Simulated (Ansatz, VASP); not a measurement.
# Cross-check of KF (Carobbiite) between VASP and Ansatz

Aim: how closely do two programs agree when they are given the same cell, functional and k mesh? The cell is taken from a series of runs on this material, whose earlier steps may have relaxed, scaled, displaced or heated it; both programs get it as it stands. Other levels of theory on this material are compared in a session of their own.

Program: Ansatz 0.2.0. Level of theory: plane waves, with VASP 6.6.1 beside it; dielectric response at r2SCAN. Results are calculated unless marked as measured.

## Step 1: The starting structure

Symmetry: Fm-3m, No. 225, cubic system. Conventional cell: a = 5.344 Å, b = 5.344 Å, c = 5.344 Å, α = 90.00°, β = 90.00°, γ = 90.00°. K has 6 F at 2.67 Å nearest. Nearest to F lie 6 K at 2.67 Å. Farther neighbours and most contacts between anions are not listed.

Structure file:

```cif
data_structure
_symmetry_space_group_name_H-M 'Fm-3m'
_symmetry_Int_Tables_number 225
_cell_length_a 5.3437
_cell_length_b 5.3437
_cell_length_c 5.3437
_cell_angle_alpha 90.000
_cell_angle_beta 90.000
_cell_angle_gamma 90.000
_cell_volume 152.59
loop_
_atom_site_label
_atom_site_type_symbol
_atom_site_symmetry_multiplicity
_atom_site_Wyckoff_symbol
_atom_site_fract_x
_atom_site_fract_y
_atom_site_fract_z
_atom_site_occupancy
K1 K 4 a 0.00000 0.00000 0.00000 1
F1 F 4 b 0.50000 0.00000 0.00000 1
```

## Step 2: VASP: dielectric response, r2SCAN

The response to a field tests empty states and converges slowly with the mesh.

Lines of VASP's logs that name or quote its potential files are left out, and so is its time.

INCAR reads:

```
SYSTEM = KF
PREC = Accurate
ENCUT = 580
EDIFF = 1E-08
NELM = 120
ISMEAR = 0
SIGMA = 0.01
LREAL = .FALSE.
ALGO = Normal
METAGGA = R2SCAN
LASPH = .TRUE.
NBANDS = 14
LORBIT = 11
LWAVE = .FALSE.
LCHARG = .FALSE.
ISIF = 2
LCALCEPS = .TRUE.
LPEAD = .TRUE.
GGA_COMPAT = .FALSE.
EFERMI = MIDGAP
LMIXTAU = .TRUE.
KPAR = 2
```

POSCAR reads:

```
KF
1.0
    0.0000000000      2.6718500000      2.6718500000
    2.6718500000      0.0000000000      2.6718500000
    2.6718500000      2.6718500000      0.0000000000
K F
1 1
Direct
    0.0000000000      0.0000000000      0.0000000000
    0.5000000000      0.5000000000      0.5000000000
```

KPOINTS reads:

```
Automatic mesh
0
Gamma
6 6 6
0 0 0
```

The projector-augmented-wave data sets are K_sv and F (PBE family, release 64).

The run is started by

```console
$ mpirun -np 2 vasp_std
```

Numbers of over 12 decimals in the logs are rounded to 6 here.

Log:

```text
[banner, memory and clock lines left out]
running    2 mpi-ranks, on    1 nodes
 distrk:  each k-point on    1 cores,    2 groups
 distr:  one band on    1 cores,    1 groups

 POSCAR found type information on POSCAR K F
 POSCAR found :  2 types and       2 ions
|                                                                             |
|               ----> ADVICE to this user running VASP <----                  |
|                                                                             |
|     You enforced a specific xc type in the INCAR file but a different       |
|     [... a line on the potential file left out ...]
|     I HOPE YOU KNOW WHAT YOU ARE DOING!                                     |
|                                                                             |

 LDA part: xc-table for (None), standard interpolation
 POSCAR, INCAR and KPOINTS ok, starting setup
 FFT: planning ... GRIDC
 FFT: planning ... GRID_SOFT
 FFT: planning ... GRID
 WAVECAR not read
 entering main loop
       N       E                     dE             d eps       ncg     rms          rms(c)
DAV:   1     0.114884125805E+03    0.11488E+03   -0.91541E+03   448   0.125E+03
DAV:   2    -0.153313369784E+02   -0.13022E+03   -0.11737E+03   556   0.323E+02
DAV:   3    -0.207322841979E+02   -0.54009E+01   -0.53533E+01   604   0.600E+01
DAV:   4    -0.208815800690E+02   -0.14930E+00   -0.14928E+00   560   0.951E+00
DAV:   5    -0.208836891717E+02   -0.21091E-02   -0.21090E-02   618   0.103E+00    0.591E+00
DAV:   6    -0.153393730138E+02    0.55443E+01   -0.25124E+00   642   0.167E+01    0.228E+00
DAV:   7    -0.149165225721E+02    0.42285E+00   -0.77449E-01   668   0.985E+00    0.178E+00
DAV:   8    -0.160449862447E+02   -0.11285E+01   -0.55461E-01   668   0.820E+00    0.908E-01
DAV:   9    -0.145678200693E+02    0.14772E+01   -0.33844E-01   460   0.574E+00    0.741E-01
DAV:  11    -0.150469322911E+02   -0.63932E-01   -0.80471E-03   644   0.100E+00    0.258E-01
DAV:  12    -0.150222813196E+02    0.24651E-01   -0.60675E-04   542   0.324E-01    0.264E-01
DAV:  13    -0.149743129194E+02    0.47968E-01   -0.29689E-02   448   0.233E+00    0.241E-01
DAV:  14    -0.149740218550E+02    0.29106E-03   -0.43223E-04   574   0.240E-01    0.212E-01
DAV:  15    -0.149739582703E+02    0.63585E-04   -0.41898E-04   448   0.270E-01    0.184E-01
[...]
DAV:  20    -0.149750113750E+02   -0.10961E-04   -0.12246E-05   448   0.321E-02    0.703E-03
DAV:  21    -0.149750112064E+02    0.16860E-06   -0.88706E-07   594   0.107E-02    0.505E-03
DAV:  22    -0.149750109302E+02    0.27615E-06   -0.23018E-07   460   0.603E-03    0.244E-03
DAV:  23    -0.149750123602E+02   -0.14300E-05   -0.11863E-06   448   0.107E-02    0.948E-04
DAV:  24    -0.149750122854E+02    0.74755E-07   -0.42865E-08   472   0.251E-03    0.626E-04
DAV:  25    -0.149750122416E+02    0.43864E-07   -0.25311E-08   472   0.168E-03    0.243E-04
DAV:  26    -0.149750122207E+02    0.20858E-07   -0.42085E-09   344   0.826E-04    0.578E-05
DAV:  27    -0.149750122160E+02    0.47405E-08   -0.12306E-09   248   0.412E-04
       N       E                     dE             d eps       ncg     rms          rms(c)
SDA:   1    -0.149750122037E+02   -0.14975E+02   -0.10009E-10   952   0.250E-10   0.000E+00
DMP:   2    -0.149750121896E+02    0.14179E-07   -0.37451E-09   952   0.939E-09  -0.676E-11
DMP:   3    -0.149750121946E+02   -0.50500E-08   -0.14246E-10   952   0.153E-09  -0.308E-09
 final diagonalization occupied
 p_tot=( -0.187E+02 -0.187E+02 -0.187E+02 )
       N       E                     dE             d eps       ncg     rms          rms(c)
 p_tot=( -0.187E+02 -0.187E+02 -0.187E+02 )
dp_tot=(  0.000E+00  0.000E+00  0.000E+00 )  diag[e(oo)]=(  1.00000    ---      ---   )
SDA:   1    -0.149750121946E+02   -0.50545E-08   -0.11323E-04   952   0.283E-04   0.000E+00
 p_tot=( -0.187E+02 -0.187E+02 -0.187E+02 )
dp_tot=(  0.113E-02  0.227E-08  0.227E-08 )  diag[e(oo)]=(  1.53712    ---      ---   )
DMP:   2    -0.149750195833E+02   -0.73887E-05   -0.35561E-05   952   0.440E-05   0.864E-05
 p_tot=( -0.187E+02 -0.187E+02 -0.187E+02 )
dp_tot=(  0.207E-02  0.451E-08  0.414E-08 )  diag[e(oo)]=(  1.98006    ---      ---   )
DMP:   3    -0.149750207487E+02   -0.11653E-05   -0.59810E-06   952   0.309E-05  -0.306E-05
 p_tot=( -0.187E+02 -0.187E+02 -0.187E+02 )
dp_tot=(  0.232E-02  0.563E-08  0.479E-08 )  diag[e(oo)]=(  2.09982    ---      ---   )
DMP:   4    -0.149750208089E+02   -0.60266E-07   -0.83792E-06   952   0.272E-05  -0.120E-05
 p_tot=( -0.187E+02 -0.187E+02 -0.187E+02 )
dp_tot=(  0.215E-02  0.570E-08  0.473E-08 )  diag[e(oo)]=(  2.01878    ---      ---   )
DMP:   5    -0.149750212992E+02   -0.49030E-06   -0.61369E-06   952   0.135E-05   0.353E-06
 p_tot=( -0.187E+02 -0.187E+02 -0.187E+02 )
dp_tot=(  0.193E-02  0.523E-08  0.449E-08 )  diag[e(oo)]=(  1.91741    ---      ---   )
DMP:   6    -0.149750216431E+02   -0.34386E-06   -0.21569E-06   952   0.443E-06   0.185E-06
 p_tot=( -0.187E+02 -0.187E+02 -0.187E+02 )
dp_tot=(  0.184E-02  0.475E-08  0.425E-08 )  diag[e(oo)]=(  1.87217    ---      ---   )
DMP:   7    -0.149750217205E+02   -0.77403E-07   -0.86465E-07   952   0.295E-06  -0.151E-06
 p_tot=( -0.187E+02 -0.187E+02 -0.187E+02 )
dp_tot=(  0.184E-02  0.455E-08  0.410E-08 )  diag[e(oo)]=(  1.87368    ---      ---   )
[...]
SDA:   1    -0.149750121909E+02    0.96577E-05   -0.14840E-09   952   0.371E-09   0.000E+00
DMP:   2    -0.149750121950E+02   -0.40861E-08   -0.59386E-11   952   0.717E-10  -0.149E-09
 final diagonalization occupied
 p_tot=( -0.187E+02 -0.187E+02 -0.187E+02 )
       N       E                     dE             d eps       ncg     rms          rms(c)
 p_tot=( -0.187E+02 -0.187E+02 -0.187E+02 )
dp_tot=(  0.000E+00  0.000E+00  0.000E+00 )  diag[e(oo)]=(    ---    1.00000    ---   )
SDA:   1    -0.149750121961E+02   -0.51959E-08   -0.11322E-04   952   0.283E-04   0.000E+00
 p_tot=( -0.187E+02 -0.187E+02 -0.187E+02 )
dp_tot=( -0.802E-07  0.113E-02 -0.694E-07 )  diag[e(oo)]=(    ---    1.53709    ---   )
DMP:   2    -0.149750195855E+02   -0.73894E-05   -0.35556E-05   952   0.440E-05   0.864E-05
 p_tot=( -0.187E+02 -0.187E+02 -0.187E+02 )
dp_tot=( -0.186E-06  0.207E-02 -0.164E-06 )  diag[e(oo)]=(    ---    1.98001    ---   )
DMP:   3    -0.149750207510E+02   -0.11655E-05   -0.59812E-06   952   0.309E-05  -0.306E-05
 p_tot=( -0.187E+02 -0.187E+02 -0.187E+02 )
dp_tot=( -0.241E-06  0.232E-02 -0.216E-06 )  diag[e(oo)]=(    ---    2.09976    ---   )
DMP:   4    -0.149750208102E+02   -0.59188E-07   -0.83783E-06   952   0.272E-05  -0.120E-05
 p_tot=( -0.187E+02 -0.187E+02 -0.187E+02 )
dp_tot=( -0.237E-06  0.215E-02 -0.212E-06 )  diag[e(oo)]=(    ---    2.01871    ---   )
DMP:   5    -0.149750213000E+02   -0.48987E-06   -0.61361E-06   952   0.135E-05   0.353E-06
 p_tot=( -0.187E+02 -0.187E+02 -0.187E+02 )
dp_tot=( -0.207E-06  0.193E-02 -0.183E-06 )  diag[e(oo)]=(    ---    1.91736    ---   )
DMP:   6    -0.149750216441E+02   -0.34409E-06   -0.21568E-06   952   0.443E-06   0.185E-06
 p_tot=( -0.187E+02 -0.187E+02 -0.187E+02 )
dp_tot=( -0.186E-06  0.184E-02 -0.162E-06 )  diag[e(oo)]=(    ---    1.87212    ---   )
DMP:   7    -0.149750217216E+02   -0.77498E-07   -0.86454E-07   952   0.295E-06  -0.151E-06
 p_tot=( -0.187E+02 -0.187E+02 -0.187E+02 )
dp_tot=( -0.183E-06  0.184E-02 -0.158E-06 )  diag[e(oo)]=(    ---    1.87363    ---   )
DMP:   8    -0.149750217658E+02   -0.44168E-07   -0.82918E-07   952   0.205E-06   0.494E-08
 p_tot=( -0.187E+02 -0.187E+02 -0.187E+02 )
dp_tot=( -0.190E-06  0.188E-02 -0.164E-06 )  diag[e(oo)]=(    ---    1.89294    ---   )
DMP:   9    -0.149750218143E+02   -0.48531E-07   -0.38530E-07   952   0.784E-07   0.345E-07
 p_tot=( -0.187E+02 -0.187E+02 -0.187E+02 )
dp_tot=( -0.196E-06  0.192E-02 -0.170E-06 )  diag[e(oo)]=(    ---    1.91144    ---   )
DMP:  10    -0.149750218353E+02   -0.20947E-07   -0.22237E-07   952   0.517E-07   0.750E-08
 p_tot=( -0.187E+02 -0.187E+02 -0.187E+02 )
dp_tot=( -0.198E-06  0.194E-02 -0.172E-06 )  diag[e(oo)]=(    ---    1.92108    ---   )
DMP:  11    -0.149750218495E+02   -0.14245E-07   -0.14360E-07   952   0.279E-07   0.155E-07
 p_tot=( -0.187E+02 -0.187E+02 -0.187E+02 )
dp_tot=( -0.198E-06  0.194E-02 -0.172E-06 )  diag[e(oo)]=(    ---    1.92119    ---   )
DMP:  12    -0.149750218585E+02   -0.89515E-08   -0.68127E-08   952   0.123E-07   0.909E-08
 final diagonalization full
 p_tot=( -0.187E+02 -0.187E+02 -0.187E+02 )
dp_tot=( -0.196E-06  0.193E-02 -0.171E-06 )  diag[e(oo)]=(    ---    1.91656    ---   )
       N       E                     dE             d eps       ncg     rms          rms(c)
SDA:   1    -0.149750121859E+02    0.96637E-05   -0.89962E-10   952   0.225E-09   0.000E+00
DMP:   2    -0.149750121924E+02   -0.65281E-08   -0.20219E-10   952   0.826E-10  -0.838E-10
 final diagonalization occupied
 p_tot=( -0.187E+02 -0.187E+02 -0.187E+02 )
       N       E                     dE             d eps       ncg     rms          rms(c)
 p_tot=( -0.187E+02 -0.187E+02 -0.187E+02 )
dp_tot=(  0.000E+00  0.000E+00  0.000E+00 )  diag[e(oo)]=(    ---      ---    1.00000 )
SDA:   1    -0.149750121939E+02   -0.79754E-08   -0.11322E-04   952   0.283E-04   0.000E+00
 p_tot=( -0.187E+02 -0.187E+02 -0.187E+02 )
dp_tot=( -0.527E-09 -0.178E-07  0.113E-02 )  diag[e(oo)]=(    ---      ---    1.53708 )
DMP:   2    -0.149750195821E+02   -0.73882E-05   -0.35554E-05   952   0.440E-05   0.864E-05
 p_tot=( -0.187E+02 -0.187E+02 -0.187E+02 )
dp_tot=( -0.125E-06 -0.157E-06  0.207E-02 )  diag[e(oo)]=(    ---      ---    1.97999 )
DMP:   3    -0.149750207472E+02   -0.11652E-05   -0.59812E-06   952   0.309E-05  -0.306E-05
 p_tot=( -0.187E+02 -0.187E+02 -0.187E+02 )
dp_tot=( -0.231E-06 -0.267E-06  0.232E-02 )  diag[e(oo)]=(    ---      ---    2.09973 )
DMP:   4    -0.149750208068E+02   -0.59526E-07   -0.83781E-06   952   0.272E-05  -0.120E-05
 p_tot=( -0.187E+02 -0.187E+02 -0.187E+02 )
dp_tot=( -0.253E-06 -0.286E-06  0.215E-02 )  diag[e(oo)]=(    ---      ---    2.01869 )
DMP:   5    -0.149750212967E+02   -0.48993E-06   -0.61358E-06   952   0.135E-05   0.353E-06
 p_tot=( -0.187E+02 -0.187E+02 -0.187E+02 )
dp_tot=( -0.223E-06 -0.251E-06  0.193E-02 )  diag[e(oo)]=(    ---      ---    1.91734 )
DMP:   6    -0.149750216406E+02   -0.34389E-06   -0.21567E-06   952   0.443E-06   0.185E-06
 p_tot=( -0.187E+02 -0.187E+02 -0.187E+02 )
dp_tot=( -0.195E-06 -0.220E-06  0.184E-02 )  diag[e(oo)]=(    ---      ---    1.87211 )
DMP:   7    -0.149750217180E+02   -0.77403E-07   -0.86452E-07   952   0.295E-06  -0.151E-06
 p_tot=( -0.187E+02 -0.187E+02 -0.187E+02 )
dp_tot=( -0.188E-06 -0.213E-06  0.184E-02 )  diag[e(oo)]=(    ---      ---    1.87361 )
DMP:   8    -0.149750217622E+02   -0.44161E-07   -0.82915E-07   952   0.205E-06   0.494E-08
 p_tot=( -0.187E+02 -0.187E+02 -0.187E+02 )
dp_tot=( -0.192E-06 -0.219E-06  0.188E-02 )  diag[e(oo)]=(    ---      ---    1.89293 )
DMP:   9    -0.149750218107E+02   -0.48545E-07   -0.38528E-07   952   0.784E-07   0.345E-07
 p_tot=( -0.187E+02 -0.187E+02 -0.187E+02 )
dp_tot=( -0.196E-06 -0.224E-06  0.192E-02 )  diag[e(oo)]=(    ---      ---    1.91142 )
DMP:  10    -0.149750218316E+02   -0.20931E-07   -0.22237E-07   952   0.517E-07   0.750E-08
 p_tot=( -0.187E+02 -0.187E+02 -0.187E+02 )
dp_tot=( -0.197E-06 -0.226E-06  0.194E-02 )  diag[e(oo)]=(    ---      ---    1.92106 )
DMP:  11    -0.149750218458E+02   -0.14157E-07   -0.14359E-07   952   0.279E-07   0.155E-07
 p_tot=( -0.187E+02 -0.187E+02 -0.187E+02 )
dp_tot=( -0.198E-06 -0.226E-06  0.194E-02 )  diag[e(oo)]=(    ---      ---    1.92118 )
DMP:  12    -0.149750218548E+02   -0.89869E-08   -0.68124E-08   952   0.123E-07   0.909E-08
 final diagonalization full
 p_tot=( -0.187E+02 -0.187E+02 -0.187E+02 )
dp_tot=( -0.198E-06 -0.226E-06  0.193E-02 )  diag[e(oo)]=(    ---      ---    1.91654 )
   1 F= -.14975022E+02 E0= -.14975022E+02  d E =0.000000E+00
```

From OUTCAR (step 2):

```text
ion  position               nearest neighbor table
   1  0.000  0.000  0.000-   2 2.67   2 2.67   2 2.67   2 2.67   2 2.67   2 2.67
   2  0.500  0.500  0.500-   1 2.67   1 2.67   1 2.67   1 2.67   1 2.67   1 2.67

  LATTYP: Found a face centered cubic cell.
 ALAT       =     5.3437000000

 Subroutine GETGRP returns: Found 48 space group operations
 (whereof 48 operations were pure point group operations)

The static configuration has the point symmetry O_h .

 Found     16 irreducible k-points:

   k-points           NKPTS =     16   k-points in BZ     NKDIM =     16   number of bands    NBANDS=     14

   dimension x,y,z NGX =    30 NGY =   30 NGZ =   30
   dimension x,y,z NGXF=    60 NGYF=   60 NGZF=   60

   ENCUT  =  580.0 eV  42.63 Ry    6.53 a.u.   7.42  7.42  7.42*2*pi/ulx,y,z

   NELECT =      16.0000    total number of electrons

 k-points in reciprocal lattice and weights: Automatic mesh
   0.00000000  0.00000000  0.00000000       0.005
   0.16666667  0.00000000  0.00000000       0.037
   0.33333333  0.00000000  0.00000000       0.037
   0.50000000  0.00000000  0.00000000       0.019
   0.16666667  0.16666667  0.00000000       0.028
   0.33333333  0.16666667  0.00000000       0.111
   0.50000000  0.16666667  0.00000000       0.111
  -0.33333333  0.16666667  0.00000000       0.111
  -0.16666667  0.16666667  0.00000000       0.056
[...]
-0.33333333  0.33333333  0.16666667       0.111
  -0.33333333  0.50000000  0.16666667       0.056

 average (electrostatic) potential at core
       1 -39.7632       2 -82.3588

            Ionic dipole moment: p[ion]=(   -18.70295   -18.70295   -18.70295 ) |e| Angst

 Total electronic dipole moment: p[elc]=(    -0.00000    -0.00000     0.00193 ) |e| Angst

 MACROSCOPIC STATIC DIELECTRIC TENSOR (including local field effects)
 ------------------------------------------------------
           1.916567     0.000000    -0.000000
           0.000000     1.916567    -0.000000
           0.000000     0.000000     1.916567
 ------------------------------------------------------

 PIEZOELECTRIC TENSOR (including local field effects) (C/m^2)
          XX          YY          ZZ          XY          YZ          ZX
  --------------------------------------------------------------------------------
  x     0.00000     0.00000     0.00000     0.00000     0.00000     0.00000
  y     0.00000     0.00000     0.00000     0.00000     0.00000     0.00000
  z     0.00000     0.00000     0.00000     0.00000     0.00000     0.00000

 BORN EFFECTIVE CHARGES (including local field effects) (in |e|, cummulative output)
 ---------------------------------------------------------------------------------
 ion    1
    1     1.11300     0.00000    -0.00000
    2     0.00000     1.11300     0.00000
    3    -0.00000     0.00000     1.11300
 ion    2
    1    -1.11300     0.00000     0.00000
    2    -0.00000    -1.11300     0.00000
    3    -0.00000    -0.00000    -1.11300

  Total       -0.1238461     -0.1238461     -0.1238461      0.0000000      0.0000000     -0.0000000
  in kB       -5.2014784     -5.2014784     -5.2014784      0.0000000      0.0000000     -0.0000000
  external PRESSURE =      -5.2014784 kB  Pullay stress =       0.0000000 kB

  energy-cutoff  :      580.00
  volume of cell :       38.15
      direct lattice vectors                 reciprocal lattice vectors
     0.000000000  2.671850000  2.671850000    -0.187136254  0.187136254  0.187136254
     2.671850000  0.000000000  2.671850000     0.187136254 -0.187136254  0.187136254
     2.671850000  2.671850000  0.000000000     0.187136254  0.187136254 -0.187136254

 POSITION                                       TOTAL-FORCE (eV/Angst)
 -----------------------------------------------------------------------------------
      0.00000      0.00000      0.00000        -0.000000     -0.000000     -0.000000
      2.67185      2.67185      2.67185         0.000000      0.000000      0.000000
 -----------------------------------------------------------------------------------
    total drift:                                0.000000      0.000000      0.000000
```

(Part 1 of 2 ends here.)

[Lines on the potential files, build, host, timing and source positions are cut from VASP's logs without a mark.]

[Logs are printed without paths, hosts, clocks, repeated set-up lines and the standing remarks that a program may print on its own settings, such as how far it seeks lower states.]

[Hosts, paths, dates, database ids (printed as entryN), source tags and the programs' standing remarks are cut or masked in the printed files.]
